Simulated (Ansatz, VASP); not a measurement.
# TiC in VASP and in Ansatz

The input INCAR:

```
ALGO     = Normal         # electronic algorithm
EDIFF    = 1E-6           # SCF threshold, eV
ENCUT    = 520            # plane-wave cutoff, eV
GGA      = PS             # functional
ISIF     = 2              # what is computed and relaxed
ISMEAR   = 0              # smearing method
LASPH    = True           # aspherical terms in the spheres
LCHARG   = False          # write CHGCAR
LREAL    = False          # projectors in reciprocal space
LWAVE    = False          # write WAVECAR
NBANDS   = 15             # bands
NELM     = 80             # most SCF steps
PREC     = Accurate       # precision mode
SIGMA    = 0.1            # smearing width, eV
```

KPOINTS

```
k-points
0
Gamma
  12 12 12
```

File POSCAR:

```
TiC
1.0
    0.0000000000      2.1464758510      2.1464758510
    2.1464758510      0.0000000000      2.1464758510
    2.1464758510      2.1464758510      0.0000000000
Ti C
1 1
Direct
    0.0000000000      1.0000000000      1.0000000000
    0.5000000000      0.5000000000      0.5000000000
```

Input for Ansatz:

```yaml
crystal:
  lattice:
    - [0.0, 2.146475851, 2.146475851]
    - [2.146475851, 0.0, 2.146475851]
    - [2.146475851, 2.146475851, 0.0]
  atoms:
    - { symbol: Ti, position: [0.0, 1.0, 1.0] }
    - { symbol: C, position: [0.5, 0.5, 0.5] }
basis:
  ecutwfc: 420
kpoints:
  mp_grid: { grid: [12, 12, 12] }
scf:
  occupations: { method: gaussian, width: 0.1 }
  n_extra_bands: 4
hamiltonian:
  xc: pbesol
  pseudopotentials: { kind: paw, azcp: { folder: soft_1 } }
output:
  eigenvalues: true
  forces: true
  stress: true
```

Alike in both runs: task single point; functional PBEsol; k mesh 12 × 12 × 12; occupations gaussian, width 0.1 eV; no spin polarisation.

```csv
,VASP,Ansatz
version,VASP 6.6.1,Ansatz 0.2.0
potentials or method,"VASP PAW PBE potentials, release 64 (Ti_sv, C)","plane-wave PAW, scalar-relativistic"
plane-wave cutoff (eV),520,420
valence electrons in the cell,16,16
```

|  | VASP | Ansatz | Ansatz less VASP |
| --- | --- | --- | --- |
| pressure (GPa) | 0.3 | 0.0 | -0.35 |

Ansatz warned: «pseudo_functional_mismatch».

Caveats: the PAW data sets were made with another functional, which shifts forces and pressure a little (VASP).
